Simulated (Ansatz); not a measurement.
Crystal: Ga.

```
Ga
1.0
    -1.38440    1.38440    2.31122
     1.38440   -1.38440    2.31122
     1.38440    1.38440   -2.31122
Ga
1
Direct
  0.00000 0.00000 0.00000
```

This isn't the form of Ga at room conditions, which is orthorhombic.

```yaml
Program: Ansatz 0.2.0
Task: relaxation of cell and atoms
Functional: HF
Potentials_or_basis: Ansatz PAW
Cutoff: "420 eV (not typed: the program's choice for these potentials)"
k_mesh: 7 × 7 × 7
Occupations: fermi-dirac, width 0.05 eV
Spin: no spin polarisation
```

At the start: volume 17.72 Å³/atom.

Problem. How do energy, volume and symmetry change on relaxing?

Solution. It ends after 8 steps and the volume is 20.74 Å³/atom (+17.0 %); space group I4/mmm (No. 139, to 0.05 Å).

The path:
```tsv
step	energy change (eV)	largest force (eV/Å)	volume (Å³)
1	0.0000	0.0000	17.72
2	-0.0886	0.0000	19.64
3	-0.0951	0.0000	20.49
4	-0.0951	0.0000	20.82
5	-0.0953	0.0000	20.85
6	-0.1006	0.0000	20.85
7	-0.1010	0.0000	20.74
8	-0.1007	0.0000	20.74
```

Final structure:
```yaml
crystal:
  lattice:
    - [-1.47944, 1.47944, 2.36848]
    - [1.47944, -1.47944, 2.36848]
    - [1.47944, 1.47944, -2.36848]
  atoms:
    - { symbol: Ga, position: [0.00000, 0.00000, 0.00000] }
```

Caveat: the k mesh is coarse (spacing up to 0.46 Å⁻¹), so the values aren't converged, least of all with exact exchange; the volume moved by over 15 % at a fixed basis, so the end points are rough; the plane-wave basis is chosen anew once the cell has moved, so the energies of steps on either side of that aren't comparable; the pressure holds a Pulay correction of +0.4 GPa for the finite cutoff; the PAW data sets come from PBE, with cores solved anew for the run's functional, which leaves a small shift of forces and pressure.
